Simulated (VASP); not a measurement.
# ZnO (P6_3/mmc) in VASP: notebook

One crystal, ZnO, is run at these levels: HSE06; tasks: single point.

Program: VASP 6.6.1. These are calculated values, not measurements. Logs are shortened: lines on timing, memory, paths and dates and some standing lists are left out, and cuts for length are marked.

### 1 The crystal as given

It takes space group P6_3/mmc (No. 194, hexagonal). The conventional cell has a = 3.288 Å, b = 3.288 Å, c = 7.130 Å, α = 90.00°, β = 90.00°, γ = 120.00°. Around Zn (site symmetry -6m2) lie 3 O at 1.90 Å. O (site symmetry -6m2) is surrounded by 3 Zn at 1.90 Å.

Measurements of this composition are mostly on another form, of space group No. 186.

### 2 Single point, HSE06

File POSCAR:

```
ZnO
1.0
    3.2879671587      0.0000000000      0.0000000000
   -1.6439835793      2.8474630862      0.0000000000
    0.0000000000      0.0000000000      7.1304413500
Zn O
2 2
Direct
    0.0000000000      0.0000000000      0.2500000000
    0.0000000000      0.0000000000      0.7500000000
    0.6666666667      0.3333333333      0.7500000000
    0.3333333333      0.6666666667      0.2500000000
```

File INCAR.step1:

```
SYSTEM = ZnO
  PREC = Accurate
  ENCUT = 340
  EDIFF = 1E-5
  ISMEAR = 0
  SIGMA = 0.01
  LREAL = .FALSE.
  LASPH = .TRUE.
  NELM = 100
  ALGO = Normal
  ISIF = 2
  LWAVE = .TRUE.
  NBANDS = 26
  NKRED = 1
  GGA = PE
```

File INCAR.step2:

```
SYSTEM = ZnO
  PREC = Accurate
  ENCUT = 340
  EDIFF = 1E-6
  ISMEAR = 0
  SIGMA = 0.01
  LREAL = .FALSE.
  LASPH = .TRUE.
  NELM = 100
  ALGO = Normal
  ISIF = 2
  LWAVE = .FALSE.
  LCHARG = .FALSE.
  GGA = PE
  LHFCALC = .TRUE.
  HFSCREEN = 0.2
  PRECFOCK = Fast
  NBANDS = 26
  NKRED = 1
  ISTART = 1
```

File KPOINTS:

```
Automatic mesh
0
G
  4 4 2
  0 0 0
```

Potentials or basis: VASP PAW PBE potentials, release 64 (Zn, O).

Started as:

```bash
cat potpaw_PBE.64/Zn/POTCAR potpaw_PBE.64/O/POTCAR > POTCAR
cp INCAR.step1 INCAR
mpirun -np 1 vasp_std > vasp.out
cp INCAR.step2 INCAR
mpirun -np 1 vasp_std > vasp.out
```

OUTCAR:

```text
SYSTEM = ZnO
   PREC = Accurate
   ENCUT = 340
   EDIFF = 1E-6
   ISMEAR = 0
   LREAL = .FALSE.
   LASPH = .TRUE.
   NELM = 100
   ISIF = 2
   GGA = PE
   LHFCALC = .TRUE.
   HFSCREEN = 0.2
   PRECFOCK = Fast
   NKRED = 1
   ISTART = 1

 Found      8 irreducible k-points:

 Following reciprocal coordinates:
            Coordinates               Weight
  0.000000  0.000000  0.000000      1.000000
  0.250000  0.000000  0.000000      6.000000
  0.500000  0.000000  0.000000      3.000000
  0.250000  0.250000  0.000000      6.000000
  0.000000  0.000000  0.500000      1.000000
  0.250000  0.000000  0.500000      6.000000
   k-points           NKPTS =      8   k-points in BZ     NKDIM =     32   number of bands    NBANDS=     26
   number of dos      NEDOS =    301   number of ions     NIONS =      4
   total plane-waves  NPLWV =  19200
   dimension x,y,z NGX =    20 NGY =   20 NGZ =   48
   dimension x,y,z NGXF=    40 NGYF=   40 NGZF=   96
   ions per type =               2   2
   NGX,Y,Z   is equivalent  to a cutoff of  10.11, 10.11, 11.19 a.u.
   NGXF,Y,Z  is equivalent  to a cutoff of  20.22, 20.22, 22.38 a.u.
 SYSTEM =  ZnO
   PREC   = accura    normal or accurate (medium, high low for compatibility)
   ISTART =      1    job   : 0-new  1-cont  2-samecut
   ICHARG =      0    charge: 1-file 2-atom 10-const
   ISPIN  =      1    spin polarized calculation?
   LNONCOLLINEAR =      F non collinear calculations
   LSORBIT =      F    spin-orbit coupling
   LASPH  =      T    aspherical Exc in radial PAW
   ENCUT  =  340.0 eV  24.99 Ry    5.00 a.u.   4.94  4.94 10.72*2*pi/ulx,y,z
   NELM   =    100;   NELMIN=  2; NELMDL=  0     # of ELM steps
   EDIFF  = 0.1E-05   stopping-criterion for ELM
   LREAL  =      F    real-space projection
   EDIFFG = 0.1E-04   stopping-criterion for IOM
   NSW    =      0    number of steps for IOM
   IBRION =     -1    ionic relax: 0-MD 1-quasi-New 2-CG
   NFREE  =      0    steps in history (QN), initial steepest desc. (CG)
   ISIF   =      2    stress and relaxation
   ISYM   =      3    0-nonsym 1-usesym 2-fastsym
   POTIM  = 0.5000    time-step for ionic-motion
   TEBEG  =    0.0;   TEEND  =   0.0 temperature during run
   PSTRESS=    0.0 pullay stress
   NELECT =      36.0000    total number of electrons
   NUPDOWN=      -1.0000    fix difference up-down
   EMIN   =  10.00;   EMAX   =-10.00  energy-range for DOS
   EFERMI =   0.00;   METHOD = LEGACY
   ISMEAR =     0;   SIGMA  =   0.01  broadening in eV -4-tet -1-fermi 0-gaus
   EFERMI_NEDOS =   21; number of points for ismear=-14 and -15
   IALGO  =     38    algorithm
   IMIX   =      1    mixing-type and parameters
     AMIX     =   0.40;   BMIX     =  1.00
     AMIX_MAG =   1.60;   BMIX_MAG =  1.00
  volume/ion in A,a.u.               =      16.69       112.63
  Fermi-wavevector in a.u.,A,eV,Ry     =   1.332524  2.518105 24.158775  1.775620
  Thomas-Fermi vector in A             =   2.461452
   LORBIT       =      0    0 simple, 1 ext, 2 COOP (PROOUT), +10 PAW based schemes
   GGA     = PE    functional components
   LHFCALC =     T    Hartree Fock is set to
   PRECFOCK=fast      Normal, Fast or Accurate (Low or Medium for compatibility)
   ENCUT4O =  -1.0   cutoff for four orbital integrals eV
   NKREDX  =     1    reduce k-point grid by
   NKREDY  =     1    reduce k-point grid by
   NKREDZ  =     1    reduce k-point grid by
   AEXX    =    0.2500 exact exchange contribution
   HFSCREEN=    0.2000 screening length (either q_TF or 0.3 A-1)
   HFSCREENC=   0.2000 screening length for correlation (either q_TF or 0.3 A-1)
   ENCUTFOCK=  -1.0 apply spherical cutoff to Coloumb kernel
   IVDW    =     0    specifies the selected vdW correction
   LEPSILON=     F    determine dielectric tensor
   LRPA    =     F    only Hartree local field effects (RPA)
 non-spin polarized calculation
 Gauss-broadening in eV      SIGMA  =   0.01
  energy-cutoff  :      340.00
  volume of cell :       66.76
 maximum number of plane-waves:       972
 NGX is ok and might be reduce to    20
  NGX = 12; NGY = 12; NGZ = 28

 number of electron      35.9999997 magnetization

 Free energy of the ion-electron system (eV)
  ---------------------------------------------------
  ext. energy  EPLUGINS =         0.00000000
  ---------------------------------------------------
  free energy    TOTEN  =       -21.85581568 eV

  energy without entropy =      -21.85581568  energy(sigma->0) =      -21.85581568

 E-fermi :  -1.8622     XC(G=0):  -7.3281

 val. band max:       -1.9213845313   @ k =   0.0000   0.0000   0.0000
 cond. band min:       0.4963536706   @ k =   0.0000   0.0000   0.0000
 fundamental gap:      2.4177382019
 Fermi energy:        -1.8622182724

 k-point     1 :       0.0000    0.0000    0.0000
  band No.  band energies     occupation
      1     -20.8131      2.00000
      2     -20.7290      2.00000
      3      -8.9569      2.00000
      4      -8.9569      2.00000
      5      -8.9446      2.00000
      6      -8.9446      2.00000
[... 18 lines left out ...]
     25      12.9897      0.00000
     26      13.8461      0.00000

 k-point     2 :       0.2500    0.0000    0.0000
  band No.  band energies     occupation
      1     -20.5617      2.00000
      2     -20.5028      2.00000
      3      -8.8906      2.00000
      4      -8.8788      2.00000
      5      -8.5816      2.00000
      6      -8.5695      2.00000
[... 18 lines left out ...]
     25      12.3836      0.00000
     26      13.0217      0.00000

 k-point     3 :       0.5000    0.0000    0.0000
  band No.  band energies     occupation
      1     -20.2948      2.00000
      2     -20.2739      2.00000
      3      -8.5110      2.00000
      4      -8.5108      2.00000
      5      -8.3112      2.00000
      6      -8.1696      2.00000
[... 18 lines left out ...]
     25      11.8449      0.00000
     26      14.1409      0.00000

 k-point     4 :       0.2500    0.2500    0.0000
  band No.  band energies     occupation
      1     -20.2981      2.00000
      2     -20.2729      2.00000
      3      -8.5733      2.00000
      4      -8.5622      2.00000
      5      -8.2484      2.00000
      6      -8.1544      2.00000
[... 18 lines left out ...]
     25      10.2350      0.00000
     26      12.1911      0.00000

 k-point     5 :       0.0000    0.0000    0.5000
  band No.  band energies     occupation
      1     -20.7701      2.00000
      2     -20.7701      2.00000
      3      -8.9514      2.00000
      4      -8.9514      2.00000
      5      -8.9514      2.00000
      6      -8.9514      2.00000
[... 18 lines left out ...]
     25      13.3522      0.00000
     26      13.3522      0.00000

 k-point     6 :       0.2500    0.0000    0.5000
  band No.  band energies     occupation
      1     -20.5319      2.00000
      2     -20.5319      2.00000
      3      -8.8861      2.00000
      4      -8.8861      2.00000
      5      -8.5745      2.00000
      6      -8.5745      2.00000
[... 18 lines left out ...]
     25      13.8980      0.00000
     26      13.8980      0.00000

 [... further k-points ...]

------------------------ aborting loop because EDIFF is reached ----------------------------------------

  FORCE on cell =-STRESS in cart. coord.  units (eV):
  Direction    XX          YY          ZZ          XY          YZ          ZX
  --------------------------------------------------------------------------------------
  -------------------------------------------------------------------------------------
  Total       -5.7791127     -5.7791127     -4.4889614     -0.0000000      0.0000000      0.0000000
  in kB     -138.6978608   -138.6978608   -107.7344163     -0.0000000      0.0000000      0.0000000
  external PRESSURE =    -128.3767127 kB  Pullay stress =       0.0000000 kB

 VOLUME and BASIS-vectors are now :
 -----------------------------------------------------------------------------
  energy-cutoff  :      340.00
  volume of cell :       66.76
      direct lattice vectors                 reciprocal lattice vectors
     3.287967159  0.000000000  0.000000000     0.304139291  0.175594901  0.000000000
    -1.643983579  2.847463086  0.000000000     0.000000000  0.351189803  0.000000000
     0.000000000  0.000000000  7.130441350     0.000000000  0.000000000  0.140243773

 POSITION                                       TOTAL-FORCE (eV/Angst)
 -----------------------------------------------------------------------------------
      0.00000      0.00000      1.78261        -0.000000      0.000000      0.000000
      0.00000      0.00000      5.34783         0.000000     -0.000000      0.000000
      1.64398      0.94915      5.34783        -0.000000      0.000000      0.000000
     -0.00000      1.89831      1.78261         0.000000     -0.000000     -0.000000
 -----------------------------------------------------------------------------------
    total drift:                                0.000001      0.000000     -0.000001

  FREE ENERGIE OF THE ION-ELECTRON SYSTEM (eV)
  ---------------------------------------------------
  free  energy   TOTEN  =       -21.8558156845 eV

  energy  without entropy=      -21.8558156845  energy(sigma->0) =      -21.85581568
```

It took 3.4 min on 1 thread of Intel Xeon Platinum 8375C at 2.90GHz (Ice Lake), shared host; peak memory 0.25 GiB.

The run converged, but a check on its numbers failed (symmetry, net force, bounds or a known fault of this set-up), so they aren't taken as properties of the crystal.

Caveat: the k mesh is coarse (spacing up to 0.55 Å⁻¹), so the values aren't converged, least of all with exact exchange; the cutoff lies under the usual one of these potentials, so the numbers hold a large basis-set error; the PAW data sets were made with another functional, which shifts forces and pressure a little.

### 3 Single point, HSE06

POSCAR is that of step 2.

INCAR.step1 is that of step 2.

INCAR.step2 is that of step 2.

File KPOINTS:

```
Automatic mesh
0
G
  5 5 2
  0 0 0
```

Potentials or basis: VASP PAW PBE potentials, release 64 (Zn, O).

Started as:

```bash
cat potpaw_PBE.64/Zn/POTCAR potpaw_PBE.64/O/POTCAR > POTCAR
cp INCAR.step1 INCAR
mpirun -np 1 vasp_std > vasp.out
cp INCAR.step2 INCAR
mpirun -np 1 vasp_std > vasp.out
```

Run time: 6.3 min. Hardware: 1 thread of Intel Xeon Platinum 8375C at 2.90GHz (Ice Lake), shared host; peak memory 0.25 GiB.

The run converged, but a check on its numbers failed (symmetry, net force, bounds or a known fault of this set-up), so they aren't taken as properties of the crystal.

Caveat: the k mesh is coarse (spacing up to 0.44 Å⁻¹), so the values aren't converged, least of all with exact exchange; the cutoff lies under the usual one of these potentials, so the numbers hold a large basis-set error; the PAW data sets were made with another functional, which shifts forces and pressure a little.

### 4 Single point, HSE06

POSCAR is that of step 3.

Edit INCAR.step1 of step 3 so:

```diff
@@ -2,3 +2,3 @@
   PREC = Accurate
-  ENCUT = 340
+  ENCUT = 400
   EDIFF = 1E-5
```

Edit INCAR.step2 of step 3 so:

```diff
@@ -2,3 +2,3 @@
   PREC = Accurate
-  ENCUT = 340
+  ENCUT = 400
   EDIFF = 1E-6
```

KPOINTS is that of step 3.

Potentials or basis: VASP PAW PBE potentials, release 64 (Zn, O).

Started as:

```bash
cat potpaw_PBE.64/Zn/POTCAR potpaw_PBE.64/O/POTCAR > POTCAR
cp INCAR.step1 INCAR
mpirun -np 1 vasp_std > vasp.out
cp INCAR.step2 INCAR
mpirun -np 1 vasp_std > vasp.out
```

OUTCAR:

```text
SYSTEM = ZnO
   PREC = Accurate
   ENCUT = 400
   EDIFF = 1E-6
   ISMEAR = 0
   LREAL = .FALSE.
   LASPH = .TRUE.
   NELM = 100
   ISIF = 2
   GGA = PE
   LHFCALC = .TRUE.
   HFSCREEN = 0.2
   PRECFOCK = Fast
   NKRED = 1
   ISTART = 1

 Found     10 irreducible k-points:

 Following reciprocal coordinates:
            Coordinates               Weight
[... 266 lines left out ...]

  FORCE on cell =-STRESS in cart. coord.  units (eV):
  Direction    XX          YY          ZZ          XY          YZ          ZX
  --------------------------------------------------------------------------------------
  -------------------------------------------------------------------------------------
  Total       -2.7395932     -2.7395932     -1.1389572     -0.0000000      0.0000000      0.0000000
  in kB      -65.7498356    -65.7498356    -27.3348067     -0.0000000      0.0000000      0.0000000
  external PRESSURE =     -52.9448260 kB  Pullay stress =       0.0000000 kB

 VOLUME and BASIS-vectors are now :
 -----------------------------------------------------------------------------
  energy-cutoff  :      400.00
  volume of cell :       66.76
      direct lattice vectors                 reciprocal lattice vectors
     3.287967159  0.000000000  0.000000000     0.304139291  0.175594901  0.000000000
    -1.643983579  2.847463086  0.000000000     0.000000000  0.351189803  0.000000000
     0.000000000  0.000000000  7.130441350     0.000000000  0.000000000  0.140243773

 POSITION                                       TOTAL-FORCE (eV/Angst)
 -----------------------------------------------------------------------------------
      0.00000      0.00000      1.78261        -0.000000      0.000000     -0.000000
      0.00000      0.00000      5.34783         0.000000     -0.000000     -0.000000
      1.64398      0.94915      5.34783        -0.000000     -0.000000      0.000000
     -0.00000      1.89831      1.78261         0.000000      0.000000      0.000000
 -----------------------------------------------------------------------------------
    total drift:                                0.000000     -0.000000     -0.000000

  FREE ENERGIE OF THE ION-ELECTRON SYSTEM (eV)
  ---------------------------------------------------
  free  energy   TOTEN  =       -21.7616802516 eV

  energy  without entropy=      -21.7616802516  energy(sigma->0) =      -21.76168025
```

It took 6.3 min on 1 thread of Intel Xeon Platinum 8375C at 2.90GHz (Ice Lake), shared host; peak memory 0.27 GiB.

The run converged, but some of its settings lie outside the range that counts as converged, so its numbers aren't taken as properties of the crystal.

Results:

| Property | Result |
| --- | --- |
| Free energy | -21.7617 eV |
| Band gap on the k mesh | 2.43 eV, direct |

Caveat: the k mesh is coarse (spacing up to 0.44 Å⁻¹), so the values aren't converged, least of all with exact exchange; the cutoff is under 1.25 times the usual one of these potentials, so pressure, stress and relaxed cells hold a basis-set (Pulay) error; the PAW data sets were made with another functional, which shifts forces and pressure a little.

### 5 Single point, HSE06

POSCAR is that of step 4.

INCAR.step1 is that of step 4.

Edit INCAR.step2 of step 4 so:

```diff
@@ -16,3 +16,3 @@
   HFSCREEN = 0.2
-  PRECFOCK = Fast
+  PRECFOCK = Normal
   NBANDS = 26
```

KPOINTS is that of step 4.

Started as:

```bash
cat potpaw_PBE.64/Zn/POTCAR potpaw_PBE.64/O/POTCAR > POTCAR
cp INCAR.step1 INCAR
mpirun -np 1 vasp_std > vasp.out
cp INCAR.step2 INCAR
mpirun -np 1 vasp_std > vasp.out
```

Wall time 16 min (1 thread of Intel Xeon Platinum 8375C at 2.90GHz (Ice Lake), shared host); peak memory 0.28 GiB.

These settings aren't checked as converged: the numbers below hold their error.

What came out:

```
Free energy            : -21.7658 eV
Band gap on the k mesh : 2.43 eV, direct
```

Caveat: the k mesh is coarse (spacing up to 0.44 Å⁻¹), so the values aren't converged, least of all with exact exchange; the cutoff is under 1.25 times the usual one of these potentials, so pressure, stress and relaxed cells hold a basis-set (Pulay) error; the PAW data sets were made with another functional, which shifts forces and pressure a little.

### 6 Single point, HSE06

POSCAR is that of step 5.

Edit INCAR.step1 of step 5 so:

```diff
@@ -2,3 +2,3 @@
   PREC = Accurate
-  ENCUT = 400
+  ENCUT = 520
   EDIFF = 1E-5
```

Edit INCAR.step2 of step 5 so:

```diff
@@ -2,3 +2,3 @@
   PREC = Accurate
-  ENCUT = 400
+  ENCUT = 520
   EDIFF = 1E-6
@@ -16,3 +16,3 @@
   HFSCREEN = 0.2
-  PRECFOCK = Normal
+  PRECFOCK = Fast
   NBANDS = 26
```

KPOINTS is that of step 5.

Potentials or basis: VASP PAW PBE potentials, release 64 (Zn, O).

Started as:

```bash
cat potpaw_PBE.64/Zn/POTCAR potpaw_PBE.64/O/POTCAR > POTCAR
cp INCAR.step1 INCAR
mpirun -np 1 vasp_std > vasp.out
cp INCAR.step2 INCAR
mpirun -np 1 vasp_std > vasp.out
```

Run time: 8.8 min. Hardware: 1 thread of Intel Xeon Platinum 8375C at 2.90GHz (Ice Lake), shared host; peak memory 0.28 GiB.

The run converged, but some of its settings lie outside the range that counts as converged, so its numbers aren't taken as properties of the crystal.

What came out:

```
Free energy            : -21.7158 eV
Pressure               : -2.3 GPa
Band gap on the k mesh : 2.42 eV, direct
```

Caveat: the k mesh is coarse (spacing up to 0.44 Å⁻¹), so the values aren't converged, least of all with exact exchange; the PAW data sets were made with another functional, which shifts forces and pressure a little.
